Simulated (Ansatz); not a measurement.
A single-point calculation of zincblende CuI with the PAW code Ansatz, at the level PBE. The cell was relaxed with r2SCAN and then strained (epitaxial +4.0 % in the xy plane, free normal strain -5.49 %), with the atoms relaxed again with r2SCAN; k points keep the names of the unstrained zone.

```yaml
crystal:
  lattice:
    - [0.0, 3.1325102793, 2.8467618246]
    - [3.1325102793, 0.0, 2.8467618246]
    - [3.1325102793, 3.1325102793, 0.0]
  atoms:
    - { symbol: Cu, position: [0.0, 0.0, 0.0] }
    - { symbol: I, position: [0.25, 0.25, 0.25] }
kpoints:
  mp_grid: { grid: [8, 8, 8] }
  band_path:
    path:
      - [0.0, 0.0, 0.0]
      - [-0.5, -0.5, 0.0]
      - [-0.375, -0.375, 0.25]
      - [-0.375, 0.0, 0.375]
      - [0.0, 0.0, 0.5]
      - [-0.5, -0.25, 0.25]
    npoints: 1
hamiltonian:
  xc: pbe
scf:
  occupations: { method: fermi_dirac, width: 0.02 }
  n_extra_bands: 4
output:
  forces: true
  stress: true
  eigenvalues: true
```

In the abridged output below, numbers in square brackets stand for lines, or ends of lines, that were taken out.
```
scf.n_extra_bands = 4 over 18 filled bands (N_el = 36.0): the run solves 22 bands
Functional definition: PBE
Crystal: 2 atoms, lattice volume = 55.868 Å³
Basis set: ecut = 420 eV, 1121 PW (Γ)
Symmetry: 8 space group operations
Space group: I-4m2 (ITA 119)
k-points: 59 of 512 (time reversal used)
SCF 1 converged in 6 iterations: F = -14138.349026 eV  dr2 = 7.31e-9
SCF converged after 6 iterations
Free energy (F): -14138.349026 eV
[1]
--- Per-component energies (eV) ---
  E_band       = -868.216016
  E_kinetic    = 489.348483
  E_local      = -7617.849217
  E_nonlocal   = 313.794505
  E_hartree    = 3540.184527
  E_xc         = -215.169688
  E_vxc        = -240.948825
  E_paw        = -6492.495649
  E_vpaw       = -892.926421
  E_ewald      = -4156.162270
--- Forces (eV/Å), atoms counted from 1 ---
  atom   1  Cu      0.00000      0.00000      0.00000
  atom   2  I       0.00000      0.00000      0.00000
--- Stress (GPa, compression-positive) ---
[2]
--- Band table (eV; the first three rows and the last of 59) ---
[3]
```

The rows of the band table are 0: (0, 0, 0) = Γ, 1: (0, 0, 1/8), 2: (0, 0, 1/4), 58: (-1/2, -1/2, 0) = X.

**Question.** Fill in the blanks. They hold the stress, the Fermi energy and the band table.

**Answer.**
```
[1]
Fermi energy:    8.686146 eV
[2]
       -0.380432       0.000000       0.000000
        0.000000      -0.380432       0.000000
        0.000000       0.000000       1.081434
  P = ⅓ Tr σ = 0.1069 GPa (1.069 kbar)
[3]
  k-point 0: bands = […, 4.5688, 6.2475, 6.3212, 8.0472, 8.0472, 8.1684, 9.2036, 13.0089, 13.0089, 13.1358]
  k-point 1: bands = […, 4.5615, 6.2462, 6.3122, 7.4710, 7.9299, 8.0340, 9.9035, 12.8737, 13.1913, 13.3689]
  k-point 2: bands = […, 4.6021, 6.2580, 6.2990, 6.8403, 7.6733, 7.8026, 10.3427, 13.3315, 13.3826, 14.0189]
  k-point 58: bands = […, 4.1353, 6.3289, 6.3729, 6.4047, 6.6221, 6.6221, 10.5478, 10.6104, 17.7190, 17.8023]
```
Only the leading digits can be foreseen; the rest is this run's record.

Run as `ansatz run input.yaml --threads 4 --pin off --max-ram 4608MiB --backend cpu --events-out ev --progress --plain --runs-dir out`. It took 2.6 s on 4 threads of AMD EPYC 7R43 64-Core Processor (Zen 3), on a shared host, load about 0.5 per core; peak host memory 0.46 GiB.

The values are computed, spin-unpolarised, and not measurements.

No spin-orbit coupling is included; it can move band edges with weight on the heavy atoms by tenths of an eV.
